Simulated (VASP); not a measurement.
This VASP 6.6.1 run on In needs a look.

Contents of INCAR:

```
PREC = Accurate
ENCUT = 600
EDIFF = 1E-6
ISMEAR = 1
SIGMA = 0.2
LREAL = False
LASPH = True
NELM = 86
ALGO = Normal
ISIF = 3
LWAVE = False
LCHARG = False
GGA = CA
IBRION = 2
NSW = 3
EDIFFG = -0.02
```

File KPOINTS:

```
regular mesh
0
Gamma
  11 11 11
```

POSCAR

```
In
1.0
   -1.6254700000      1.6254700000      2.4737000000
    1.6254700000     -1.6254700000      2.4737000000
    1.6254700000      1.6254700000     -2.4737000000
In
1
Direct
    0.0000000000      0.0000000000      0.0000000000
```

Potentials or basis: VASP PAW LDA potentials, release 64 (In_d).

Run with:

```bash
$ cat potpaw_LDA.64/In_d/POTCAR > POTCAR
$ mpirun -np 1 vasp_std > vasp.out
```

OUTCAR:

```text
PREC = Accurate
   ENCUT = 600
   EDIFF = 1E-6
   ISMEAR = 1
   LREAL = False
   LASPH = True
   NELM = 86
   ISIF = 3
   GGA = CA
   IBRION = 2
   NSW = 3
   EDIFFG = -0.02

 ion  position               nearest neighbor table
   1  0.000  0.000  0.000-

  LATTYP: Found a body centered tetragonal cell.
 ALAT       =     3.2509400000
 C/A-ratio  =     1.5218367611

  Lattice vectors:

 A1 = (  -1.6254700000,   1.6254700000,   2.4737000000)
 A2 = (   1.6254700000,  -1.6254700000,   2.4737000000)
 A3 = (   1.6254700000,   1.6254700000,  -2.4737000000)

[... 259 lines left out ...]
 fundamental gap:      0.0840951043
 Fermi energy:         7.9389570185

 k-point     1 :       0.0000    0.0000    0.0000
  band No.  band energies     occupation
      1      -6.8009      2.00000
      2      -6.6771      2.00000
      3      -6.6771      2.00000
      4      -6.5771      2.00000
      5      -6.4576      2.00000
      6      -2.0770      2.00000
      7      18.8550      0.00000
      8      18.8550      0.00000
      9      19.0436      0.00000
     10      19.7027      0.00000
[... 287 lines left out ...]
 k-point    24 :      -0.1818    0.1818    0.0000
  band No.  band energies     occupation
      1      -6.7613      2.00000
      2      -6.6463      2.00000
      3      -6.5892      2.00000
      4      -6.5830      2.00000
      5      -6.4824      2.00000
      6      -1.0085      2.00000
      7      15.3483      0.00000
      8      15.5871      0.00000
      9      16.4303      0.00000
     10      17.5405      0.00000

 [... further k-points ...]

------------------------ aborting loop because EDIFF is reached ----------------------------------------

  FORCE on cell =-STRESS in cart. coord.  units (eV):
  Direction    XX          YY          ZZ          XY          YZ          ZX
  --------------------------------------------------------------------------------------
  -------------------------------------------------------------------------------------
  Total        0.0315692      0.0315692     -0.0719565      0.0000000     -0.0000000      0.0000000
  in kB        2.0495276      2.0495276     -4.6715401      0.0000000     -0.0000000      0.0000000
  external PRESSURE =      -0.1908283 kB  Pullay stress =       0.0000000 kB
[... 16 lines left out ...]
  FREE ENERGIE OF THE ION-ELECTRON SYSTEM (eV)
  ---------------------------------------------------
  free  energy   TOTEN  =        -3.2149238066 eV

  energy  without entropy=       -3.2154819421  energy(sigma->0) =       -3.21510985
```

On the terminal:

```text
POSCAR found type information on POSCAR In
 POSCAR found :  1 types and       1 ions
 scaLAPACK will be used
 LDA part: xc-table for (Slater(with rela. corr.)+CA(PZ))
 , standard interpolation
 POSCAR, INCAR and KPOINTS ok, starting setup
 FFT: planning ... GRIDC
 FFT: planning ... GRID_SOFT
 FFT: planning ... GRID
 WAVECAR not read
 entering main loop
 curvature:   0.00 expect dE= 0.000E+00 dE for cont linesearch  0.000E+00
 trial: gam= 0.00000 g(F)=  0.600E-61 g(S)=  0.240E-01 ort = 0.000E+00 (trialstep = 0.100E+01)
 search vector abs. value=  0.240E-01
 bond charge predicted
 trial-energy change:   -0.012174  1 .order   -0.011565   -0.024001    0.000871
 step:   0.9693(harm=  0.9650)  dis= 0.00000  next Energy=    -3.214933 (dE=-0.122E-01)
 bond charge predicted
 curvature:  -0.47 expect dE=-0.164E-03 dE for cont linesearch -0.113E-05
 ZBRENT: accuracy reached
 trial: gam= 0.00448 g(F)=  0.384E-59 g(S)=  0.346E-03 ort = 0.238E-03 (trialstep = 0.994E+00)
 search vector abs. value=  0.349E-03
```

Question: What happened, and what is wrong with the input?

Answer: The calculation stopped without meeting its thresholds. The input holds a flaw that was put in on purpose: too few ionic steps (NSW = 3).
